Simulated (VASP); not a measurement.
Runs of VASP 6.6.1 on KBr. All rows change the cell; the cell of one of them follows. It takes space group P4/mmm (No. 123, tetragonal). The conventional cell has a = 4.035 Å, b = 4.035 Å, c = 3.963 Å, α = 90.00°, β = 90.00°, γ = 90.00°. K (site symmetry 4/mmm) is surrounded by 8 Br at 3.47 Å and 2 K at 3.96 Å. Br (site symmetry 4/mmm) has 8 K at 3.47 Å and 2 Br at 3.96 Å as nearest neighbours. The cell was built by a generator and needn't be a form met in nature.

| level | cell | smearing | gap on the mesh (eV) | pressure (GPa) |
| --- | --- | --- | --- | --- |
| PBE | epitaxial_xy strain +1.5% | fermi-dirac 0.02 eV | 3.88 | 0.4 |
| r2SCAN | epitaxial_xy strain +1.5% | gaussian 0.01 eV | (c) | (b) |
| r2SCAN | hydrostatic strain -0.3% | gaussian 0.01 eV | 4.81 | 0.2 |
| r2SCAN | biaxial_xy strain -2.9% | gaussian 0.01 eV | (a) | 1.3 |

Alike in all rows: task single point; potentials or basis VASP PAW PBE potentials, release 64 (K_sv, Br); no spin polarisation; k mesh 6 × 6 × 6; cutoff (eV) 520.

Question: Fill in the values left out.

Answer: (a) 4.92; (b) -0.5; (c) 4.61.

Caveats: the PAW data sets were made with another functional, which shifts forces and pressure a little (some runs).

A k mesh can miss the band edges, and the runs leave out spin-orbit coupling on Br.
